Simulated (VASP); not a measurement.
# AlN (Fm-3m) in VASP: reference runs

Reference runs on AlN: the cell as given and a disturbed copy.

Program: VASP 6.6.1. These are calculated values, not measurements. Logs are shortened: lines on timing, memory, paths and dates and some standing lists are left out, and cuts for length are marked.

## (1) The structure

The structure is cubic, space group Fm-3m (No. 225). The conventional cell has a = 4.069 Å, b = 4.069 Å, c = 4.069 Å, α = 90.00°, β = 90.00°, γ = 90.00°. Around Al (site symmetry m-3m) lie 6 N at 2.03 Å. Around N (site symmetry m-3m) lie 6 Al at 2.03 Å.

Measurements of this composition are mostly on another form, of space group No. 186.

## (2) Single point, PBE

Input file INCAR:

```
PREC = Accurate
ENCUT = 520
EDIFF = 1E-7
ISMEAR = -1
SIGMA = 0.05
LREAL = F
LASPH = T
NELM = 60
ALGO = Normal
ISIF = 2
LWAVE = F
LCHARG = F
GGA = PE
NBANDS = 11
```

Input file KPOINTS:

```
Automatic mesh
0
Gamma
  11 11 11
```

Input file POSCAR:

```
AlN
1.0
    0.0000000000      2.0345180000      2.0345180000
    2.0345180000      0.0000000000      2.0345180000
    2.0345180000      2.0345180000      0.0000000000
Al N
1 1
Direct
    0.5000000000      0.5000000000      0.5000000000
    0.0000000000      0.0000000000      0.0000000000
```

Potentials or basis: VASP PAW PBE potentials, release 64 (Al, N).

Launch:

```bash
> cat potpaw_PBE.64/Al/POTCAR potpaw_PBE.64/N/POTCAR > POTCAR
> mpirun -np 1 vasp_std > vasp.out
```

OUTCAR:

```text
PREC = Accurate
   ENCUT = 520
   EDIFF = 1E-7
   ISMEAR = -1
   LREAL = F
   LASPH = T
   NELM = 60
   ISIF = 2
   GGA = PE

 ion  position               nearest neighbor table
   1  0.500  0.500  0.500-   2 2.03   2 2.03   2 2.03   2 2.03   2 2.03   2 2.03
   2  0.000  0.000  0.000-   1 2.03   1 2.03   1 2.03   1 2.03   1 2.03   1 2.03

  LATTYP: Found a face centered cubic cell.
 ALAT       =     4.0690360000

  Lattice vectors:

 A1 = (   0.0000000000,   2.0345180000,   2.0345180000)
 A2 = (   2.0345180000,   0.0000000000,   2.0345180000)
 A3 = (   2.0345180000,   2.0345180000,   0.0000000000)

Analysis of symmetry for initial positions (statically):
=====================================================================
 Subroutine PRICEL returns:
 Original cell was already a primitive cell.

 Routine SETGRP: Setting up the symmetry group for a
 face centered cubic supercell.

 Subroutine GETGRP returns: Found 48 space group operations
 (whereof 48 operations were pure point group operations)
 out of a pool of 48 trial point group operations.

The static configuration has the point symmetry O_h .

Analysis of symmetry for dynamics (positions and initial velocities):
=====================================================================
 Subroutine PRICEL returns:
 Original cell was already a primitive cell.

 Routine SETGRP: Setting up the symmetry group for a
 face centered cubic supercell.

 Subroutine GETGRP returns: Found 48 space group operations
 (whereof 48 operations were pure point group operations)
 out of a pool of 48 trial point group operations.

The dynamic configuration has the point symmetry O_h .

 Subroutine INISYM returns: Found 48 space group operations
 (whereof 48 operations are pure point group operations),
 and found     1 'primitive' translations

----------------------------------------------------------------------------------------

                                     Primitive cell

  volume of cell :      16.8428

  direct lattice vectors                    reciprocal lattice vectors
     0.000000000  2.034518000  2.034518000    -0.245758455  0.245758455  0.245758455
     2.034518000  0.000000000  2.034518000     0.245758455 -0.245758455  0.245758455
     2.034518000  2.034518000  0.000000000     0.245758455  0.245758455 -0.245758455

  length of vectors
     2.877242948  2.877242948  2.877242948     0.425666130  0.425666130  0.425666130

  position of ions in fractional coordinates (direct lattice)
     0.500000000  0.500000000  0.500000000
     0.000000000  0.000000000  0.000000000

  ion indices of the primitive-cell ions
   primitive index   ion index
                 1           1
                 2           2

----------------------------------------------------------------------------------------

 KPOINTS: Automatic mesh

Automatic generation of k-mesh.
 Grid dimensions read from file:
 generate k-points for:   11   11   11

 Generating k-lattice:

  Cartesian coordinates                     Fractional coordinates (reciprocal lattice)
    -0.022341678  0.022341678  0.022341678     0.090909091  0.000000000  0.000000000
     0.022341678 -0.022341678  0.022341678     0.000000000  0.090909091  0.000000000
     0.022341678  0.022341678 -0.022341678     0.000000000  0.000000000  0.090909091

  Length of vectors
     0.038696921  0.038696921  0.038696921

  Shift w.r.t. Gamma in fractional coordinates (k-lattice)
     0.000000000  0.000000000  0.000000000

 Subroutine IBZKPT returns following result:
 ===========================================

 Found     56 irreducible k-points:

 Following reciprocal coordinates:
            Coordinates               Weight
  0.000000  0.000000  0.000000      1.000000
  0.090909  0.000000  0.000000      8.000000
  0.181818  0.000000  0.000000      8.000000
  0.272727  0.000000  0.000000      8.000000
  0.363636  0.000000  0.000000      8.000000
  0.454545  0.000000  0.000000      8.000000
[... 16 lines left out ...]
 -0.272727  0.181818  0.000000     24.000000
 -0.181818  0.181818  0.000000     12.000000
 [... further k-points ...]
   k-points           NKPTS =     56   k-points in BZ     NKDIM =     56   number of bands    NBANDS=     11
   number of dos      NEDOS =    301   number of ions     NIONS =      2
   total plane-waves  NPLWV =  13824
   dimension x,y,z NGX =    24 NGY =   24 NGZ =   24
   dimension x,y,z NGXF=    48 NGYF=   48 NGZF=   48
   ions per type =               1   1
   NGX,Y,Z   is equivalent  to a cutoff of  13.87, 13.87, 13.87 a.u.
   NGXF,Y,Z  is equivalent  to a cutoff of  27.73, 27.73, 27.73 a.u.
 SYSTEM =  unknown system
   PREC   = accura    normal or accurate (medium, high low for compatibility)
   ISTART =      0    job   : 0-new  1-cont  2-samecut
   ICHARG =      2    charge: 1-file 2-atom 10-const
   ISPIN  =      1    spin polarized calculation?
   LNONCOLLINEAR =      F non collinear calculations
   LSORBIT =      F    spin-orbit coupling
   LASPH  =      T    aspherical Exc in radial PAW
   ENCUT  =  520.0 eV  38.22 Ry    6.18 a.u.   5.35  5.35  5.35*2*pi/ulx,y,z
   NELM   =     60;   NELMIN=  2; NELMDL= -5     # of ELM steps
   EDIFF  = 0.1E-06   stopping-criterion for ELM
   LREAL  =      F    real-space projection
   EDIFFG = 0.1E-05   stopping-criterion for IOM
   NSW    =      0    number of steps for IOM
   IBRION =     -1    ionic relax: 0-MD 1-quasi-New 2-CG
   NFREE  =      0    steps in history (QN), initial steepest desc. (CG)
   ISIF   =      2    stress and relaxation
   ISYM   =      2    0-nonsym 1-usesym 2-fastsym
   POTIM  = 0.5000    time-step for ionic-motion
   TEBEG  =    0.0;   TEEND  =   0.0 temperature during run
   PSTRESS=    0.0 pullay stress
   NELECT =       8.0000    total number of electrons
   NUPDOWN=      -1.0000    fix difference up-down
   EMIN   =  10.00;   EMAX   =-10.00  energy-range for DOS
   EFERMI =   0.00;   METHOD = LEGACY
   ISMEAR =    -1;   SIGMA  =   0.05  broadening in eV -4-tet -1-fermi 0-gaus
   EFERMI_NEDOS =   21; number of points for ismear=-14 and -15
   IALGO  =     38    algorithm
   IMIX   =      4    mixing-type and parameters
     AMIX     =   0.40;   BMIX     =  1.00
     AMIX_MAG =   1.60;   BMIX_MAG =  1.00
  volume/ion in A,a.u.               =       8.42        56.83
  Fermi-wavevector in a.u.,A,eV,Ry     =   1.277321  2.413786 22.198561  1.631548
  Thomas-Fermi vector in A             =   2.409927
   LORBIT       =      0    0 simple, 1 ext, 2 COOP (PROOUT), +10 PAW based schemes
   GGA     = PE    functional components
   LHFCALC =     F    Hartree Fock is set to
   AEXX    =    0.0000 exact exchange contribution
   IVDW    =     0    specifies the selected vdW correction
   LEPSILON=     F    determine dielectric tensor
   LRPA    =     F    only Hartree local field effects (RPA)
 non-spin polarized calculation
  energy-cutoff  :      520.00
  volume of cell :       16.84
 maximum number of plane-waves:       465
 NGX is ok and might be reduce to    24
   NGX = 11   NGY = 11   NGZ = 11

 number of electron       7.9999999 magnetization

 Free energy of the ion-electron system (eV)
  ---------------------------------------------------
  ext. energy  EPLUGINS =         0.00000000
  ---------------------------------------------------
  free energy    TOTEN  =       -14.54593287 eV

  energy without entropy =      -14.54593287  energy(sigma->0) =      -14.54593287

 E-fermi :  10.6901     XC(G=0): -12.1964

 val. band max:        9.7177468753   @ k =   0.0000   0.0000   0.0000
 cond. band min:      14.2711248246   @ k =   0.4545   0.4545   0.0000
 fundamental gap:      4.5533779494
 Fermi energy:        10.6901052303

 k-point     1 :       0.0000    0.0000    0.0000
  band No.  band energies     occupation
      1      -7.6628      2.00000
      2       9.7177      2.00000
      3       9.7177      2.00000
      4       9.7177      2.00000
      5      15.1241      0.00000
      6      21.8233      0.00000
      7      21.8233      0.00000
      8      21.8233      0.00000
      9      26.9129      0.00000
     10      27.3673      0.00000
     11      27.3673      0.00000

 k-point     2 :       0.0909    0.0000    0.0000
  band No.  band energies     occupation
      1      -7.4962      2.00000
      2       8.8585      2.00000
      3       9.6193      2.00000
      4       9.6193      2.00000
      5      15.6754      0.00000
      6      21.0277      0.00000
      7      22.0689      0.00000
      8      22.0689      0.00000
      9      25.8819      0.00000
     10      25.8819      0.00000
     11      27.7309      0.00000

 k-point     3 :       0.1818    0.0000    0.0000
  band No.  band energies     occupation
      1      -7.0087      2.00000
      2       6.9970      2.00000
      3       9.3716      2.00000
      4       9.3716      2.00000
      5      16.4027      0.00000
      6      20.3509      0.00000
      7      22.3044      0.00000
      8      22.3044      0.00000
      9      25.1072      0.00000
     10      25.1072      0.00000
     11      27.1773      0.00000

 k-point     4 :       0.2727    0.0000    0.0000
  band No.  band energies     occupation
      1      -6.2472      2.00000
      2       4.8987      2.00000
      3       9.0773      2.00000
      4       9.0773      2.00000
      5      16.3543      0.00000
      6      20.9228      0.00000
      7      21.7086      0.00000
      8      21.7086      0.00000
      9      26.1470      0.00000
     10      26.1470      0.00000
     11      26.4194      0.00000

 k-point     5 :       0.3636    0.0000    0.0000
  band No.  band energies     occupation
      1      -5.3348      2.00000
      2       2.9867      2.00000
      3       8.8311      2.00000
      4       8.8311      2.00000
      5      15.9913      0.00000
      6      21.0054      0.00000
      7      21.0054      0.00000
      8      21.9735      0.00000
      9      25.8500      0.00000
     10      28.0718      0.00000
     11      28.0718      0.00000
[... 211 lines left out ...]
 k-point    21 :      -0.4545    0.1818    0.0000
  band No.  band energies     occupation
      1      -4.1340      2.00000
      2       2.1711      2.00000
      3       6.5969      2.00000
      4       8.1673      2.00000
      5      16.9446      0.00000
      6      19.0154      0.00000
      7      21.9420      0.00000
      8      22.1062      0.00000
      9      27.1214      0.00000
     10      29.9376      0.00000
     11      30.3750      0.00000

 k-point    22 :      -0.3636    0.1818    0.0000
  band No.  band energies     occupation
      1      -4.4007      2.00000
      2       2.5998      2.00000
      3       6.3971      2.00000
      4       8.4490      2.00000
      5      17.3702      0.00000
      6      19.1550      0.00000
      7      21.6988      0.00000
      8      21.8383      0.00000
      9      28.0994      0.00000
     10      28.2397      0.00000
     11      29.8218      0.00000

 k-point    23 :      -0.2727    0.1818    0.0000
  band No.  band energies     occupation
      1      -5.1757      2.00000
      2       3.8837      2.00000
      3       6.5548      2.00000
      4       8.8275      2.00000
      5      17.9138      0.00000
      6      19.6490      0.00000
      7      20.6394      0.00000
      8      21.8057      0.00000
      9      25.8273      0.00000
     10      28.9305      0.00000
     11      29.8321      0.00000

 k-point    24 :      -0.1818    0.1818    0.0000
  band No.  band energies     occupation
      1      -6.0006      2.00000
      2       5.2644      2.00000
      3       7.2706      2.00000
      4       9.1941      2.00000
      5      17.9719      0.00000
      6      19.5542      0.00000
      7      20.7381      0.00000
      8      22.2128      0.00000
      9      24.1661      0.00000
     10      28.1861      0.00000
     11      29.6157      0.00000

 [... further k-points ...]

------------------------ aborting loop because EDIFF is reached ----------------------------------------

  FORCE on cell =-STRESS in cart. coord.  units (eV):
  Direction    XX          YY          ZZ          XY          YZ          ZX
  --------------------------------------------------------------------------------------
  -------------------------------------------------------------------------------------
  Total        0.0010638      0.0010638      0.0010638     -0.0000000     -0.0000000      0.0000000
  in kB        0.1011926      0.1011926      0.1011926     -0.0000000     -0.0000000      0.0000000
  external PRESSURE =       0.1011926 kB  Pullay stress =       0.0000000 kB

 VOLUME and BASIS-vectors are now :
 -----------------------------------------------------------------------------
  energy-cutoff  :      520.00
  volume of cell :       16.84
      direct lattice vectors                 reciprocal lattice vectors
     0.000000000  2.034518000  2.034518000    -0.245758455  0.245758455  0.245758455
     2.034518000  0.000000000  2.034518000     0.245758455 -0.245758455  0.245758455
     2.034518000  2.034518000  0.000000000     0.245758455  0.245758455 -0.245758455

 POSITION                                       TOTAL-FORCE (eV/Angst)
 -----------------------------------------------------------------------------------
      2.03452      2.03452      2.03452         0.000000      0.000000      0.000000
      0.00000      0.00000      0.00000         0.000000     -0.000000     -0.000000
 -----------------------------------------------------------------------------------
    total drift:                                0.000000     -0.000000     -0.000000

  FREE ENERGIE OF THE ION-ELECTRON SYSTEM (eV)
  ---------------------------------------------------
  free  energy   TOTEN  =       -14.5459328728 eV

  energy  without entropy=      -14.5459328727  energy(sigma->0) =      -14.54593287
```

Wall time 8.9 s (1 thread of Intel Xeon Platinum 8259CL at 2.50GHz (Skylake/Cascade Lake), shared host); peak memory 0.13 GiB.

What came out:

```yaml
Free_energy: -14.5459 eV
Pressure: 0.0 GPa
Band_gap_on_the_k_mesh: 4.55 eV, indirect (least direct gap 5.41 eV)
```

Levels at points of the mesh, in eV from the valence-band top:
| k point | band 2 | band 3 | band 4 | band 5 | band 6 | band 7 |
| --- | --- | --- | --- | --- | --- | --- |
| (0.00, 0.00, 0.00) | 0.00 | 0.00 | 0.00 | 5.41 | 12.11 | 12.11 |

Caveat: an odd mesh through Γ misses points on the zone boundary, where band edges often lie.

[end of part 1 of 2]
